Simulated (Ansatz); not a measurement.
Zincblende NaF (r2SCAN geometry), in Ansatz:

```yaml
crystal:
  lattice:
    - [0.00000, 2.53126, 2.53126]
    - [2.53126, 0.00000, 2.53126]
    - [2.53126, 2.53126, 0.00000]
  atoms:
    - { symbol: Na, position: [0.00000, 0.00000, 0.00000] }
    - { symbol: F, position: [0.25000, 0.25000, 0.25000] }
```

G0W0@HSE06 with 122 empty bands, a screening cutoff of 140 eV and a 4×4×4 mesh (PAW, contour deformation) gives 10.739 eV over the mesh points, from an HSE06 gap of 7.666 eV; it sums over 130 bands with 113 plane waves in the screening and a wave cutoff of 420 eV. No extrapolation in bands, cutoff or mesh was made for G0W0. These are computed values for a spin-unpolarised cell that may be hypothetical; none is a measurement.

**Question.** Estimate the gap with starting point PBE, frequency model Godby-Needs pole.

**Answer.** 9.797 eV (-0.942 eV), from a Kohn-Sham gap of 5.628 eV.

**Question.** Estimate the gap with starting point r2SCAN.

**Answer.** 10.070 eV (-0.669 eV), from a Kohn-Sham gap of 6.257 eV.
